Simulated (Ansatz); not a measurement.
Crystal: Al2Cu (Khatyrkite).

```
CELL_PARAMETERS angstrom
-3.03350 3.03350 2.43850
3.03350 -3.03350 2.43850
3.03350 3.03350 -2.43850
ATOMIC_POSITIONS crystal
Cu 0.25000 0.25000 0.00000
Cu 0.75000 0.75000 0.00000
Al 0.34190 0.15810 0.50000
Al 0.84190 0.34190 0.18380
Al 0.65810 0.84190 0.50000
Al 0.15810 0.65810 0.81620
```

Base run:

| Item | Value |
| --- | --- |
| Program | Ansatz 0.2.0 |
| Functional | RPBE |
| Potentials or basis | Ansatz PAW |
| Cutoff | 420 eV (not typed: the program's choice for these potentials) |
| k mesh | 7 × 7 × 7 |
| Occupations | fermi-dirac, width 0.05 eV |
| Spin | no spin polarisation |

Its results: band gap on the k mesh none (metal or under the smearing width); pressure 2.1 GPa; largest force 0.024 eV/Å.

Task: After a change of settings the same cell gave: band gap on the k mesh none (metal or under the smearing width); pressure -6.4 GPa; largest force 0.101 eV/Å. Which change was it?
A. functional from RPBE to BLYP
B. functional from RPBE to LDA
C. functional from RPBE to revPBE
D. functional from RPBE to PBEsol

Result: B.

LDA binds more tightly than RPBE, so the same cell stands under less pressure.

Caveats: the PAW data sets come from PBE, with cores solved anew for the run's functional, which leaves a small shift of forces and pressure.

Runs at the PBE level aren't shown here.
